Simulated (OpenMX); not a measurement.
Se, 3 atoms in the cell. The structure is trigonal, space group P3_121 (No. 152). The conventional cell has a = 4.366 Å, b = 4.366 Å, c = 4.954 Å, α = 90.00°, β = 90.00°, γ = 120.00°. Se (site symmetry 2) has 2 Se at 2.37 Å as nearest neighbours. 

| Quantity | Value |
| --- | --- |
| Program | OpenMX 3.8.5 |
| Task | band structure |
| Functional | PBE |
| Potentials or basis | OpenMX 2013 PBE set, Se7.0-s3p2d2, grid cutoff 300 Ry |
| k mesh | 7 × 7 × 7 |
| Occupations | fermi-dirac, width 0.05 eV |
| Spin | no spin polarisation |
| Mixing scheme | rmm-diisk |
| SCF threshold | 1e-08 Ha |
| Solver | band |
| Max SCF cycles | 100 |

Potentials or basis: OpenMX 2013 PBE set, Se7.0-s3p2d2, grid cutoff 300 Ry.

Launch:

```sh
$ openmx Se.dat -nt 1 > Se.std
```

Hardware: 1 thread of Intel(R) Xeon(R) Platinum 8259CL CPU @ 2.50GHz (Skylake/Cascade Lake), on a shared host.

Task: Estimate the wall time of this run.

Result: It took 2.4 min on 1 thread of Intel(R) Xeon(R) Platinum 8259CL CPU @ 2.50GHz (Skylake/Cascade Lake), on a shared host, peak memory 0.62 GiB. Counts: k points 172, basis 57, scf iterations 16.
